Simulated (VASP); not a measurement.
# GaAs (F-43m) in VASP: notebook, part 2 of 2

VASP 6.6.1.

## Step 3: Single point, r2SCAN

POSCAR reads:

```
GaAs
1.0
    0.0000000000      2.8332037286      2.8332037286
    2.8332037286      0.0000000000      2.8332037286
    2.8332037286      2.8332037286      0.0000000000
Ga As
1 1
Direct
    0.0000000000      0.0000000000      0.0000000000
    0.2500000000      0.2500000000      0.2500000000
```

INCAR.step1 reads:

```
PREC = Accurate
ENCUT = 520
ISMEAR = 0
SIGMA = 0.02
LREAL = F
LASPH = T
NELM = 60
NBANDS = 16
GGA = PE
ALGO = Normal
EDIFF = 1E-4
LWAVE = T
LCHARG = F
```

INCAR.step2 reads:

```
PREC = Accurate
ENCUT = 520
EDIFF = 1E-6
ISMEAR = 0
SIGMA = 0.02
LREAL = F
LASPH = T
NELM = 60
ALGO = Normal
ISIF = 2
LWAVE = F
LCHARG = F
METAGGA = R2SCAN
LMIXTAU = T
NBANDS = 16
ISTART = 1
```

KPOINTS reads:

```
Automatic mesh
0
Gamma
  8 8 8
```

Potentials or basis: VASP PAW PBE potentials, release 64 (Ga_d, As).

The run is started by

```console
$ cat potpaw_PBE.64/Ga_d/POTCAR potpaw_PBE.64/As/POTCAR > POTCAR
$ cp INCAR.step1 INCAR
$ mpirun -np 1 vasp_std > vasp.out
$ cp INCAR.step2 INCAR
$ mpirun -np 1 vasp_std > vasp.out
```

OUTCAR:

```text
PREC = Accurate
   ENCUT = 520
   EDIFF = 1E-6
   ISMEAR = 0
   LREAL = F
   LASPH = T
   NELM = 60
   ISIF = 2
   METAGGA = R2SCAN
   ISTART = 1

 ion  position               nearest neighbor table
   1  0.000  0.000  0.000-   2 2.45   2 2.45   2 2.45   2 2.45
   2  0.250  0.250  0.250-   1 2.45   1 2.45   1 2.45   1 2.45

  LATTYP: Found a face centered cubic cell.
 ALAT       =     5.6664074572

  Lattice vectors:

 A1 = (   0.0000000000,   2.8332037286,   2.8332037286)
 A2 = (   2.8332037286,   0.0000000000,   2.8332037286)
 A3 = (   2.8332037286,   2.8332037286,   0.0000000000)

Analysis of symmetry for initial positions (statically):
=====================================================================
 Subroutine PRICEL returns:
 Original cell was already a primitive cell.

 Routine SETGRP: Setting up the symmetry group for a
 face centered cubic supercell.

 Subroutine GETGRP returns: Found 24 space group operations
 (whereof 24 operations were pure point group operations)
 out of a pool of 48 trial point group operations.

The static configuration has the point symmetry T_d .

Analysis of symmetry for dynamics (positions and initial velocities):
=====================================================================
 Subroutine PRICEL returns:
 Original cell was already a primitive cell.

 Routine SETGRP: Setting up the symmetry group for a
 face centered cubic supercell.

 Subroutine GETGRP returns: Found 24 space group operations
 (whereof 24 operations were pure point group operations)
 out of a pool of 48 trial point group operations.

The dynamic configuration has the point symmetry T_d .

 Subroutine INISYM returns: Found 24 space group operations
 (whereof 24 operations are pure point group operations),
 and found     1 'primitive' translations

----------------------------------------------------------------------------------------

[... 111 lines left out ...]
     AMIX     =   0.40;   BMIX     =  1.00
     AMIX_MAG =   1.60;   BMIX_MAG =  1.00
  volume/ion in A,a.u.               =      22.74       153.47
  Fermi-wavevector in a.u.,A,eV,Ry     =   1.201926  2.271311 19.655344  1.444627
  Thomas-Fermi vector in A             =   2.337722
   LORBIT       =      0    0 simple, 1 ext, 2 COOP (PROOUT), +10 PAW based schemes
   METAGGA = R2SCAN    functional components
   LHFCALC =     F    Hartree Fock is set to
   AEXX    =    0.0000 exact exchange contribution
   IVDW    =     0    specifies the selected vdW correction
   LEPSILON=     F    determine dielectric tensor
   LRPA    =     F    only Hartree local field effects (RPA)
 non-spin polarized calculation
 Gauss-broadening in eV      SIGMA  =   0.02
  energy-cutoff  :      520.00
  volume of cell :       45.48
 maximum number of plane-waves:      1243
 NGX is ok and might be reduce to    30
   NGX = 15   NGY = 15   NGZ = 15

 number of electron      17.9999990 magnetization

 Free energy of the ion-electron system (eV)
  ---------------------------------------------------
  ext. energy  EPLUGINS =         0.00000000
  ---------------------------------------------------
  free energy    TOTEN  =       -27.05325314 eV

  energy without entropy =      -27.05325314  energy(sigma->0) =      -27.05325314

 E-fermi :   3.7149     XC(G=0): -10.2229

 val. band max:        3.6159159270   @ k =   0.0000   0.0000   0.0000
 cond. band min:       4.5583694286   @ k =   0.0000   0.0000   0.0000
 fundamental gap:      0.9424535016
 Fermi energy:         3.7148945565

 k-point     1 :       0.0000    0.0000    0.0000
  band No.  band energies     occupation
      1     -11.6083      2.00000
      2     -11.6083      2.00000
      3     -11.6082      2.00000
      4     -11.5206      2.00000
      5     -11.5206      2.00000
      6      -9.5446      2.00000
[... 433 lines left out ...]
      3     -11.5740      2.00000
      4     -11.5250      2.00000
      5     -11.5169      2.00000
      6      -7.3596      2.00000
[... 8 lines left out ...]
     15      15.8942      0.00000
     16      16.4632      0.00000

 [... further k-points ...]

------------------------ aborting loop because EDIFF is reached ----------------------------------------

  FORCE on cell =-STRESS in cart. coord.  units (eV):
  Direction    XX          YY          ZZ          XY          YZ          ZX
  --------------------------------------------------------------------------------------
  -------------------------------------------------------------------------------------
  Total        0.0349273      0.0349273      0.0349273     -0.0000000      0.0000000      0.0000000
  in kB        1.2303038      1.2303038      1.2303038     -0.0000000      0.0000000      0.0000000
  external PRESSURE =       1.2303038 kB  Pullay stress =       0.0000000 kB

 VOLUME and BASIS-vectors are now :
 -----------------------------------------------------------------------------
  energy-cutoff  :      520.00
  volume of cell :       45.48
      direct lattice vectors                 reciprocal lattice vectors
     0.000000000  2.833203729  2.833203729    -0.176478661  0.176478661  0.176478661
     2.833203729  0.000000000  2.833203729     0.176478661 -0.176478661  0.176478661
     2.833203729  2.833203729  0.000000000     0.176478661  0.176478661 -0.176478661

 POSITION                                       TOTAL-FORCE (eV/Angst)
 -----------------------------------------------------------------------------------
      0.00000      0.00000      0.00000         0.000000     -0.000000     -0.000000
      1.41660      1.41660      1.41660        -0.000000      0.000000      0.000000
 -----------------------------------------------------------------------------------
    total drift:                                0.000001      0.000001      0.000001

  FREE ENERGIE OF THE ION-ELECTRON SYSTEM (eV)
  ---------------------------------------------------
  free  energy   TOTEN  =       -27.0532531448 eV

  energy  without entropy=      -27.0532531448  energy(sigma->0) =      -27.05325314
```

OUTCAR.step1:

```text
PREC = Accurate
   ENCUT = 520
   ISMEAR = 0
   LREAL = F
   LASPH = T
[... 678 lines left out ...]
 -----------------------------------------------------------------------------------
      0.00000      0.00000      0.00000         0.000000     -0.000000      0.000000
      1.41660      1.41660      1.41660        -0.000000      0.000000     -0.000000
 -----------------------------------------------------------------------------------
    total drift:                                0.000002      0.000002      0.000002

  FREE ENERGIE OF THE ION-ELECTRON SYSTEM (eV)
  ---------------------------------------------------
  free  energy   TOTEN  =        -8.2531703191 eV

  energy  without entropy=       -8.2531703191  energy(sigma->0) =       -8.25317032
```

OSZICAR.step1:

```text
N       E                     dE             d eps       ncg     rms          rms(c)
DAV:   1     0.825947888608E+02    0.82595E+02   -0.89666E+03   936   0.152E+03
DAV:   2    -0.182542105375E+01   -0.84420E+02   -0.80458E+02  1048   0.308E+02
DAV:   3    -0.831617541947E+01   -0.64908E+01   -0.64692E+01  1160   0.666E+01
DAV:   4    -0.841090687168E+01   -0.94731E-01   -0.94719E-01  1120   0.871E+00
DAV:   5    -0.841230655137E+01   -0.13997E-02   -0.13997E-02  1192   0.987E-01    0.288E+00
DAV:   6    -0.827131880729E+01    0.14099E+00   -0.21078E-01  1424   0.787E+00    0.174E+00
DAV:   7    -0.825186558224E+01    0.19453E-01   -0.63100E-02  1176   0.180E+00    0.560E-01
DAV:   8    -0.825270499032E+01   -0.83941E-03   -0.10227E-02  1080   0.114E+00    0.107E-01
DAV:   9    -0.825310461905E+01   -0.39963E-03   -0.94186E-04  1144   0.363E-01    0.507E-02
DAV:  10    -0.825317031910E+01   -0.65700E-04   -0.60129E-05   864   0.868E-02
   1 F= -.82531703E+01 E0= -.82531703E+01  d E =-.925393E-13
```

It took 2 min on 1 thread of Intel Xeon Platinum 8375C at 2.90GHz (Ice Lake), shared host; peak memory 0.18 GiB.

What came out:

* Free energy: -27.0533 eV
* Pressure: 0.1 GPa
* Band gap on the k mesh: 0.94 eV, direct

Levels at points of the mesh, in eV from the valence-band top:
| k point | band 6 | band 7 | band 8 | band 9 | band 10 | band 11 | band 12 | band 13 |
| --- | --- | --- | --- | --- | --- | --- | --- | --- |
| (0.00, 0.00, 0.00) | -13.16 | 0.00 | 0.00 | 0.00 | 0.94 | 4.04 | 4.04 | 4.04 |
| (0.50, 0.00, 0.00) | -11.33 | -6.78 | -1.17 | -1.17 | 1.34 | 4.99 | 4.99 | 8.28 |
| (0.50, 0.50, 0.00) | -10.56 | -6.96 | -2.75 | -2.75 | 1.77 | 1.95 | 10.81 | 10.81 |

Caveat: the PAW data sets were made with another functional, which shifts forces and pressure a little.

## Step 4: Single point, r2SCAN

POSCAR is that of step 3.

INCAR.step1 reads:

```
SYSTEM = GaAs
PREC     = Accurate       ! precision mode
ENCUT    = 520            ! plane-wave cutoff, eV
ISMEAR   = 0              ! smearing method
SIGMA    = 0.02           ! smearing width, eV
LREAL    = .FALSE.        ! projectors in reciprocal space
LASPH    = .TRUE.         ! aspherical terms in the spheres
NELM     = 100            ! most SCF steps
NBANDS   = 16             ! bands
GGA      = PE             ! functional
ALGO     = Normal         ! electronic algorithm
EDIFF    = 1E-4           ! SCF threshold, eV
LWAVE    = .TRUE.         ! write WAVECAR
LCHARG   = .FALSE.        ! write CHGCAR
```

INCAR.step2 reads:

```
SYSTEM = GaAs
PREC     = Accurate       ! precision mode
ENCUT    = 520            ! plane-wave cutoff, eV
EDIFF    = 1E-6           ! SCF threshold, eV
ISMEAR   = 0              ! smearing method
SIGMA    = 0.02           ! smearing width, eV
LREAL    = .FALSE.        ! projectors in reciprocal space
LASPH    = .TRUE.         ! aspherical terms in the spheres
NELM     = 100            ! most SCF steps
ALGO     = Normal         ! electronic algorithm
ISIF     = 2              ! what is computed and relaxed
LWAVE    = .FALSE.        ! write WAVECAR
LCHARG   = .FALSE.        ! write CHGCAR
METAGGA  = R2SCAN         ! meta-GGA
LMIXTAU  = .TRUE.       
NBANDS   = 16             ! bands
ISTART   = 1
```

KPOINTS reads:

```
regular mesh
0
G
  8 8 8
  0 0 0
```

The run is started by

```console
$ cat potpaw_PBE.64/Ga_d/POTCAR potpaw_PBE.64/As/POTCAR > POTCAR
$ cp INCAR.step1 INCAR
$ mpirun -np 1 vasp_std > vasp.out
$ cp INCAR.step2 INCAR
$ mpirun -np 1 vasp_std > vasp.out
```

Wall time 84 s (1 thread of Intel Xeon Platinum 8375C at 2.90GHz (Ice Lake), shared host); peak memory 0.18 GiB.

The run converged. Its results:

| Property | Result |
| --- | --- |
| Free energy | -27.0533 eV |
| Pressure | 0.1 GPa |
| Band gap on the k mesh | 0.94 eV, direct |

Levels at points of the mesh, in eV from the valence-band top:
```
           k point  band 6  band 7  band 8  band 9  band 10  band 11  band 12  band 13
(0.00, 0.00, 0.00)  -13.16    0.00    0.00    0.00     0.94     4.04     4.04     4.04
(0.50, 0.00, 0.00)  -11.33   -6.78   -1.17   -1.17     1.34     4.99     4.99     8.28
(0.50, 0.50, 0.00)  -10.56   -6.96   -2.75   -2.75     1.77     1.95    10.81    10.81
```

Caveat: the PAW data sets were made with another functional, which shifts forces and pressure a little.

## Step 5: Comparison with measurements

Step 3. Against the measured gap of GaAs, 1.412 eV (direct; 300 K; “Evidence of valence band perturbations in GaAsN/GaAs(001): A combined variable-angle spectroscopic ellipsometry and modulated photoreflectance investigation”, 2008, arxiv:0805.2212), the calculated 0.94 eV is off by -0.47 eV. 3 values of this kind are on record (1.412 to 1.51 eV); this one was drawn at random among those near their median, those with a stated uncertainty first. Spin-orbit coupling on As, Ga is left out. The value is that of r2SCAN on a finite k mesh, which can miss the band edges, without temperature or zero-point motion.

Step 4. Against the measured gap of GaAs, 1.418 eV (direct; 300 K; “Evidence of valence band perturbations in GaAsN/GaAs(001): A combined variable-angle spectroscopic ellipsometry and modulated photoreflectance investigation”, 2008, arxiv:0805.2212), the calculated 0.94 eV is off by -0.48 eV. 3 values of this kind are on record (1.412 to 1.51 eV); this one was drawn at random among those near their median, those with a stated uncertainty first. Spin-orbit coupling on As, Ga is left out. The value is that of r2SCAN on a finite k mesh, which can miss the band edges, without temperature or zero-point motion.
